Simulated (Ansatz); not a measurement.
A vibration from a frozen displacement in PbSe

Theory: DFT PBE, scalar-relativistic, plane waves, PAW in Ansatz 0.2.0. The runs took a 420 eV cutoff, a Γ-centred 10×10×10 mesh and Gaussian smearing (0.03 eV). Spin–orbit coupling is left out, which matters for the heavy elements here. No spin polarisation. Energies are free energies at this smearing, counted from the undisturbed cell; pressure is positive in compression.

Zero of the scan (as given, not relaxed at this level; it stands at 2.4 GPa):

```
Pb Se
1.0
     0.00000    3.06215    3.06215
     3.06215    0.00000    3.06215
     3.06215    3.06215    0.00000
Pb Se
1 1
Direct
  0.00000 0.00000 0.00000
  0.50000 0.50000 0.50000
```

Every Se atom is moved by x along the Cartesian unit vector (0.000, 0.000, -1.000); the cell and all other atoms stay fixed. The cell's volume is 57.43 Å³; the moved atoms weigh 78.971 u together and the others 207.200 u. Some rows repeat others by symmetry and weren't run.

```
  x (Å)  ΔE (meV/cell) total force on the moved atoms along the move (eV/Å) pressure (GPa)
-0.5000         277.71                                                1.8544          6.6718
-0.4375         179.09                                                1.3231          5.5162
-0.3750         109.86                                                0.9107          4.5874
-0.3125          63.18                                                0.5984          3.8513
-0.2500          33.30                                                0.3703          3.2817
-0.1875          15.45                                                0.2114          2.8588
-0.1250           5.74                                                0.1071          2.5692
-0.0625           1.25                                                0.0421          2.4042
 0.0000           0.00                                                0.0000          2.3529
 0.0625           1.25                                               -0.0421          2.4042
 0.1250           5.74                                               -0.1071          2.5692
 0.1875          15.45                                               -0.2114          2.8588
 0.2500          33.30                                               -0.3703          3.2817
 0.3125          63.18                                               -0.5984          3.8513
 0.3750         109.86                                               -0.9107          4.5874
 0.4375         179.09                                               -1.3231          5.5162
 0.5000         277.71                                               -1.8544          6.6718
```

**Question.** What frequency belongs to this motion?

**Answer.** The force constant is k = −dF/dx = 0.674 eV/Å², from the parabola through x = -0.0625, 0 and 0.0625. In every cell the moved atoms swing against the rest, so the mass is μ = m₁m₂/(m₁ + m₂) = 57.178 u, and ν̃ = 521.5 cm⁻¹ × √(|k|/μ) = 57 cm⁻¹, at this cell's pressure of 2.4 GPa. To first order in x, and within 1 %, the force on every atom lies along the move and, within each of the two groups, in proportion to the atom's mass, so this is itself a mode at the zone centre of this cell, taken without macroscopic field (the transverse frequency in a polar insulator).

**Question.** How far does the harmonic law reach?

**Answer.** At x = -0.500 Å, kx²/2 = 84.20 meV against the computed 277.71 meV (+229.8 %): the well stiffens in this direction at large amplitude.